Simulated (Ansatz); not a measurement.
`[CH3][GeH]([F])[F]` + `F[C](F)F`• → `[CH3][Ge]([F])[F]`• + trifluoromethane at 500 K and 1 bar (hydrogen abstraction from a Ge–H bond).

Program: Ansatz. Geometries: PBE0-D4/def2-TZVP. ΔE: electronic, gas phase. CBS: MP2 limit from def2 TZ/QZ plus the TZ coupled-cluster correction, frozen cores. This one scheme is used for every species. No spin–orbit coupling; open shells (•) take unrestricted orbitals. For Ge outer-core shells are correlated without core-valence functions, which leaves a few kJ/mol of doubt a bond. Scalar relativity is left out up to krypton.

```tsv
species	CCSD(T)/CBS energy (Eh)	H − E (kJ/mol)	S (J/(mol·K))
`[CH3][GeH]([F])[F]`	-2316.24489	168.3	377.4
`F[C](F)F`•	-337.34656	55.3	293.3
`[CH3][Ge]([F])[F]`•	-2315.59785	142.9	379.8
`FC(F)F`	-338.02896	90.5	290.1
```

H − E and S are ideal-gas, rigid-rotor, harmonic terms from PBE0-D4/def2-TZVP, with the whole ground term of open shells counted as degenerate. 1 Eh = 2625.50 kJ/mol, R = 8.31446 J/(mol·K).

Problem. By hand: ΔE, ΔH, ΔS and ΔG.

Solution. ΔE = (-2315.59785) + (-338.02896) − (-2316.24489) − (-337.34656) = -0.03536 Eh = -92.8 kJ/mol. Δ(H − E) = 142.9 + 90.5 − 168.3 − 55.3 = 9.8, so ΔH = -83.0 kJ/mol. ΔS = 379.8 + 290.1 − 377.4 − 293.3 = -0.8 J/(mol·K). ΔG = -83.0 − 500 × (-0.8)/1000 = -82.6 kJ/mol.

Problem. By hand: the equilibrium constant, and the temperature at which ΔG would vanish if ΔH and ΔS stayed fixed.

Solution. log₁₀ K = −ΔG/(RT ln 10) = 8.6. ΔG = 0 at ΔH/ΔS = 103750 K, far beyond where these terms or the molecules hold.

The number of gas molecules stays the same, so ΔS is small and ΔH decides. A doubt of 5 kJ/mol in ΔE shifts log₁₀ K by 0.5 here. These are equilibria of isolated gas molecules and say nothing of rates. Largest T1 diagnostic: 0.014 (customary marks: 0.02 for closed shells, 0.045 for open ones).
